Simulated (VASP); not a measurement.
# InP (F-43m) in VASP: further runs, part 3 of 3

VASP 6.6.1.

### 6 Relaxation of cell and atoms, LDA, target pressure 30 GPa, at which the enthalpy is minimised

File INCAR:

```
SYSTEM = InP
  PREC = Accurate
  ENCUT = 600
  EDIFF = 1E-6
  ISMEAR = -1
  SIGMA = 0.05
  LREAL = .False.
  LASPH = .True.
  NELM = 80
  ALGO = Fast
  ISIF = 3
  LWAVE = .False.
  LCHARG = .False.
  GGA = CA
  IBRION = 2
  NSW = 60
  EDIFFG = -0.02
  PSTRESS = 300
```

File KPOINTS:

```
Automatic mesh
0
Gamma
  8 8 8
  0 0 0
```

File POSCAR:

```
InP
1.0
    0.0000000000      2.9305000000      2.9305000000
    2.9305000000      0.0000000000      2.9305000000
    2.9305000000      2.9305000000      0.0000000000
In P
1 1
Direct
    0.0000000000      0.0000000000      0.0000000000
    0.7500000000      0.7500000000      0.7500000000
```

Potentials or basis: VASP PAW LDA potentials, release 64 (In_d, P).

Run with:

```console
$ cat potpaw_LDA.64/In_d/POTCAR potpaw_LDA.64/P/POTCAR > POTCAR
$ mpirun -np 1 vasp_std > vasp.out
```

OUTCAR:

```text
SYSTEM = InP
   PREC = Accurate
   ENCUT = 600
   EDIFF = 1E-6
   ISMEAR = -1
   LREAL = .False.
   LASPH = .True.
   NELM = 80
   ISIF = 3
   GGA = CA
   IBRION = 2
   NSW = 60
   EDIFFG = -0.02
   PSTRESS = 300

 ion  position               nearest neighbor table
   1  0.000  0.000  0.000-   2 2.54   2 2.54   2 2.54   2 2.54
   2  0.750  0.750  0.750-   1 2.54   1 2.54   1 2.54   1 2.54

  LATTYP: Found a face centered cubic cell.
 ALAT       =     5.8610000000

  Lattice vectors:

 A1 = (   0.0000000000,   2.9305000000,   2.9305000000)
 A2 = (   2.9305000000,   0.0000000000,   2.9305000000)
 A3 = (   2.9305000000,   2.9305000000,   0.0000000000)

Analysis of symmetry for initial positions (statically):
=====================================================================
 Subroutine PRICEL returns:
 Original cell was already a primitive cell.

 Routine SETGRP: Setting up the symmetry group for a
 face centered cubic supercell.

 Subroutine GETGRP returns: Found 24 space group operations
 (whereof 24 operations were pure point group operations)
 out of a pool of 48 trial point group operations.

The static configuration has the point symmetry T_d .

Analysis of symmetry for dynamics (positions and initial velocities):
=====================================================================
 Subroutine PRICEL returns:
 Original cell was already a primitive cell.

 Routine SETGRP: Setting up the symmetry group for a
 face centered cubic supercell.

 Subroutine GETGRP returns: Found 24 space group operations
 (whereof 24 operations were pure point group operations)
 out of a pool of 48 trial point group operations.

The dynamic configuration has the point symmetry T_d .

 Subroutine INISYM returns: Found 24 space group operations
 (whereof 24 operations are pure point group operations),
 and found     1 'primitive' translations

----------------------------------------------------------------------------------------

                                     Primitive cell

  volume of cell :      50.3333

  direct lattice vectors                    reciprocal lattice vectors
     0.000000000  2.930500000  2.930500000    -0.170619348  0.170619348  0.170619348
     2.930500000  0.000000000  2.930500000     0.170619348 -0.170619348  0.170619348
     2.930500000  2.930500000  0.000000000     0.170619348  0.170619348 -0.170619348

  length of vectors
     4.144352845  4.144352845  4.144352845     0.295521380  0.295521380  0.295521380

  position of ions in fractional coordinates (direct lattice)
     0.000000000  0.000000000  0.000000000
     0.750000000  0.750000000  0.750000000

  ion indices of the primitive-cell ions
   primitive index   ion index
                 1           1
                 2           2

----------------------------------------------------------------------------------------

 KPOINTS: Automatic mesh

Automatic generation of k-mesh.
 Grid dimensions read from file:
 generate k-points for:    8    8    8

 Generating k-lattice:

  Cartesian coordinates                     Fractional coordinates (reciprocal lattice)
    -0.021327419  0.021327419  0.021327419     0.125000000  0.000000000  0.000000000
     0.021327419 -0.021327419  0.021327419     0.000000000  0.125000000  0.000000000
     0.021327419  0.021327419 -0.021327419     0.000000000  0.000000000  0.125000000

  Length of vectors
     0.036940172  0.036940172  0.036940172

  Shift w.r.t. Gamma in fractional coordinates (k-lattice)
     0.000000000  0.000000000  0.000000000

 Subroutine IBZKPT returns following result:
 ===========================================

 Found     29 irreducible k-points:

 Following reciprocal coordinates:
            Coordinates               Weight
  0.000000  0.000000  0.000000      1.000000
  0.125000  0.000000  0.000000      8.000000
  0.250000  0.000000  0.000000      8.000000
  0.375000  0.000000  0.000000      8.000000
  0.500000  0.000000  0.000000      4.000000
  0.125000  0.125000  0.000000      6.000000
[... 16 lines left out ...]
  0.500000  0.250000  0.125000     48.000000
 -0.375000  0.250000  0.125000     24.000000
 [... further k-points ...]
   k-points           NKPTS =     29   k-points in BZ     NKDIM =     29   number of bands    NBANDS=     13
   number of dos      NEDOS =    301   number of ions     NIONS =      2
   total plane-waves  NPLWV =  46656
   dimension x,y,z NGX =    36 NGY =   36 NGZ =   36
   dimension x,y,z NGXF=    72 NGYF=   72 NGZF=   72
   ions per type =               1   1
   NGX,Y,Z   is equivalent  to a cutoff of  14.44, 14.44, 14.44 a.u.
   NGXF,Y,Z  is equivalent  to a cutoff of  28.88, 28.88, 28.88 a.u.
 SYSTEM =  InP
   PREC   = accura    normal or accurate (medium, high low for compatibility)
   ISTART =      0    job   : 0-new  1-cont  2-samecut
   ICHARG =      2    charge: 1-file 2-atom 10-const
   ISPIN  =      1    spin polarized calculation?
   LNONCOLLINEAR =      F non collinear calculations
   LSORBIT =      F    spin-orbit coupling
   LASPH  =      T    aspherical Exc in radial PAW
   ENCUT  =  600.0 eV  44.10 Ry    6.64 a.u.   8.28  8.28  8.28*2*pi/ulx,y,z
   NELM   =     80;   NELMIN=  2; NELMDL= -5     # of ELM steps
   EDIFF  = 0.1E-05   stopping-criterion for ELM
   LREAL  =      F    real-space projection
   EDIFFG = -.2E-01   stopping-criterion for IOM
   NSW    =     60    number of steps for IOM
   IBRION =      2    ionic relax: 0-MD 1-quasi-New 2-CG
   NFREE  =      1    steps in history (QN), initial steepest desc. (CG)
   ISIF   =      3    stress and relaxation
   ISYM   =      2    0-nonsym 1-usesym 2-fastsym
   POTIM  = 0.5000    time-step for ionic-motion
   TEBEG  =    0.0;   TEEND  =   0.0 temperature during run
   PSTRESS=  300.0 pullay stress
   NELECT =      18.0000    total number of electrons
   NUPDOWN=      -1.0000    fix difference up-down
   EMIN   =  10.00;   EMAX   =-10.00  energy-range for DOS
   EFERMI =   0.00;   METHOD = LEGACY
   ISMEAR =    -1;   SIGMA  =   0.05  broadening in eV -4-tet -1-fermi 0-gaus
   EFERMI_NEDOS =   21; number of points for ismear=-14 and -15
   IALGO  =     68    algorithm
   IMIX   =      4    mixing-type and parameters
     AMIX     =   0.40;   BMIX     =  1.00
     AMIX_MAG =   1.60;   BMIX_MAG =  1.00
  volume/ion in A,a.u.               =      25.17       169.83
  Fermi-wavevector in a.u.,A,eV,Ry     =   1.162021  2.195901 18.371846  1.350293
  Thomas-Fermi vector in A             =   2.298587
   LORBIT       =      0    0 simple, 1 ext, 2 COOP (PROOUT), +10 PAW based schemes
   GGA     = CA    functional components
   LHFCALC =     F    Hartree Fock is set to
   AEXX    =    0.0000 exact exchange contribution
   IVDW    =     0    specifies the selected vdW correction
   LEPSILON=     F    determine dielectric tensor
   LRPA    =     F    only Hartree local field effects (RPA)
 conjugate gradient relaxation of ions
 non-spin polarized calculation
 RMM-DIIS sequential band-by-band and
  energy-cutoff  :      600.00
  volume of cell :       50.33
 maximum number of plane-waves:      1700
 NGX is ok and might be reduce to    36
   NGX = 17   NGY = 17   NGZ = 17

--------------------------------------- Ionic step        1  -------------------------------------------

 number of electron      17.9999998 magnetization

 Free energy of the ion-electron system (eV)
  ---------------------------------------------------
  ext. energy  EPLUGINS =         0.00000000
  ---------------------------------------------------
  free energy    TOTEN  =        -9.66931939 eV

  energy without entropy =       -9.66929172  energy(sigma->0) =       -9.66930555

 E-fermi :   5.2943     XC(G=0):  -9.6108

 val. band max:        5.0075996181   @ k =   0.0000   0.0000   0.0000
 cond. band min:       5.5187408966   @ k =   0.0000   0.0000   0.0000
 fundamental gap:      0.5111412784
 Fermi energy:         5.2942913935
[... 803 lines left out ...]
      2      -2.9107      2.00000
      3      -2.7148      2.00000
      4      -2.4487      2.00000
      5      -2.2665      2.00000
      6       5.0695      2.00000
      7       7.0462      2.00000
      8      12.6632      2.00000
      9      14.2058      2.00000
     10      64.9344      0.00000
     11      73.0140      0.00000
     12     128.2289      0.00000
     13     143.3606      0.00000

 [... further k-points ...]

------------------------ aborting loop EDIFF was not reached (unconverged)  ----------------------------

  FORCE on cell =-STRESS in cart. coord.  units (eV):
  Direction    XX          YY          ZZ          XY          YZ          ZX
  --------------------------------------------------------------------------------------
  -------------------------------------------------------------------------------------
  Total       49.1174812     49.1174812     49.1174812      0.0000000      0.0000000     -0.0000000
  in kB     3501.8805934   3501.8805934   3501.8805934      0.0000000      0.0000000     -0.0000000
  external PRESSURE =    3201.8805934 kB  Pullay stress =     300.0000000 kB
[... 215 lines left out ...]
--------------------------------------- Ionic step        8  -------------------------------------------

 number of electron      17.9999999 magnetization

 Free energy of the ion-electron system (eV)
  ---------------------------------------------------
  ext. energy  EPLUGINS =         0.00000000
  ---------------------------------------------------
  free energy    TOTEN  =        -8.87000044 eV

  energy without entropy =       -8.87000009  energy(sigma->0) =       -8.87000026

 E-fermi :   8.9115     XC(G=0): -10.7822

 val. band max:        8.3818182163   @ k =   0.0000   0.0000   0.0000
 cond. band min:       9.4433996819   @ k =   0.5000   0.5000   0.0000
 fundamental gap:      1.0615814657
 Fermi energy:         8.9115345743
[... 417 lines left out ...]
  energy  without entropy=       -8.8700000879  energy(sigma->0) =       -8.87000026

  enthalpy is  TOTEN    =        -1.6036267111 eV   P V=        7.2663737278

 reached required accuracy - stopping structural energy minimisation
```

OSZICAR:

```text
N       E                     dE             d eps       ncg     rms          rms(c)
DAV:   1     0.118033704561E+03    0.11803E+03   -0.92720E+03   754   0.170E+03
DAV:   2    -0.106706422469E+01   -0.11910E+03   -0.11529E+03   774   0.351E+02
DAV:   3    -0.981535145857E+01   -0.87483E+01   -0.86754E+01   974   0.966E+01
[... 270 lines left out ...]
RMM:   4    -0.887000826864E+01   -0.30802E-04   -0.67011E-04   921   0.320E-01    0.111E-01
RMM:   5    -0.887002192277E+01   -0.13654E-04   -0.11961E-04   886   0.128E-01    0.186E-01
RMM:   6    -0.887000022865E+01    0.21694E-04   -0.43172E-05   792   0.671E-02    0.764E-02
RMM:   7    -0.887000014400E+01    0.84650E-07   -0.10162E-05   797   0.329E-02    0.694E-02
RMM:   8    -0.887000043885E+01   -0.29485E-06   -0.25266E-06   558   0.161E-02
   8 F= -.16036267E+01 E0= -.16036265E+01  d E =-.132071E-03
```

Run time: 4.1 min. Hardware: 1 thread of Intel Xeon 6975P-C (Granite Rapids), shared host; peak memory 0.21 GiB.

What came out:

```
Free energy                                            : -8.8700 eV
Relaxed volume                                         : 19.40 Å³/atom
Relaxed cell                                           : a = 3.800 Å, b = 3.800 Å, c = 3.800 Å, α = 60.00°, β = 60.00°, γ = 60.00°
Space group after relaxing (to 0.05 Å)                 : F-43m (No. 216)
Energy change on relaxing (the enthalpy is what falls) : +399.7 meV/atom
Ionic steps                                            : 8
Pressure after relaxing                                : 30.0 GPa
Band gap on the k mesh                                 : 1.06 eV, indirect (least direct gap 1.83 eV)
```

Step by step:
| step | energy change (eV) | largest force (eV/Å) | pressure (GPa) | volume (Å³) |
| --- | --- | --- | --- | --- |
| 1 | 0.0000 | 0.0000 | -1.10 | 50.33 |
| 2 | 31.9028 | 0.0000 | 350.19 | 22.47 |
| 3 | 8.6675 | 0.0000 | 15.45 | 44.24 |
| 4 | 1.3194 | 0.0000 | 20.79 | 42.07 |
| 5 | 0.7474 | 0.0000 | 28.80 | 39.09 |
| 6 | 0.8181 | 0.0000 | 30.63 | 38.71 |
| 7 | 0.7489 | 0.0000 | 28.64 | 39.08 |
| 8 | 0.7993 | 0.0000 | 29.98 | 38.81 |

Final structure:
```
In P
1.0
     0.00000    2.68715    2.68715
     2.68715    0.00000    2.68715
     2.68715    2.68715    0.00000
In P
1 1
Cartesian
  0.0000 0.0000 0.0000
  4.0307 4.0307 4.0307
```

Levels at points of the mesh, in eV from the valence-band top:
```
           k point  band 7  band 8  band 9  band 10  band 11  band 12
(0.00, 0.00, 0.00)    0.00    0.00    0.00     1.83     3.79     3.79
(0.50, 0.00, 0.00)   -7.53   -1.47   -1.47     1.90     4.58     4.58
(0.50, 0.50, 0.00)   -7.21   -3.43   -3.43     1.06     1.88    10.79
```

Caveat: the cell is relaxed towards a set pressure, so the enthalpy falls and the energy may rise; the volume moved by over 15 % at a fixed basis, so the end points are rough; spin-orbit coupling is left out, which moves the levels of the heavy elements. Zero-point motion and thermal expansion aren't in these numbers.

### 7 The reference run

An earlier run on the cell as given: functional PBEsol; potentials or basis VASP PAW PBE potentials, release 64 (In_d, P); cutoff 520 eV; k mesh 8 × 8 × 8; occupations fermi-dirac, width 0.05 eV; no spin polarisation.

* Pressure: 0.6 GPa
* Band gap on the k mesh: 0.61 eV, direct

### 8 Summary

| task | level | potentials or basis | cell | cutoff (eV) | target pressure | ladder | gap on the mesh (eV) | pressure (GPa) |
| --- | --- | --- | --- | --- | --- | --- | --- | --- |
| relaxation of cell and atoms | LDA | VASP PAW LDA potentials, release 64 (In_d, P) | relaxed to 2 GPa | 600 | 2 GPa | - | 0.75 | 2.1 |
| relaxation of cell and atoms | LDA | VASP PAW LDA potentials, release 64 (In_d, P) | relaxed to 5 GPa | 600 | 5 GPa | - | 0.93 | 4.9 |
| relaxation of cell and atoms | LDA | VASP PAW LDA potentials, release 64 (In_d, P) | relaxed to 10 GPa | 600 | 10 GPa | - | 1.18 | 9.9 |
| relaxation of cell and atoms | LDA | VASP PAW LDA potentials, release 64 (In_d, P) | relaxed to 20 GPa | 600 | 20 GPa | - | 1.20 | 19.9 |
| relaxation of cell and atoms | LDA | VASP PAW LDA potentials, release 64 (In_d, P) | relaxed to 30 GPa | 600 | 30 GPa | - | 1.06 | 30.0 |
| single point | PBEsol | VASP PAW PBE potentials, release 64 (In_d, P) | as given | 520 | - | free | 0.61 | 0.6 |

Alike in all rows: no spin polarisation; k mesh 8 × 8 × 8; smearing fermi-dirac 0.05 eV.

Caveats: spin-orbit coupling is left out, which moves the levels of the heavy elements; the cell is relaxed towards a set pressure, so the enthalpy falls and the energy may rise (some runs); the volume moved by over 15 % at a fixed basis, so the end points are rough (some runs); the PAW data sets were made with another functional, which shifts forces and pressure a little (some runs).

Total energies depend on the potentials used, so only differences within one code and one set of settings carry meaning.
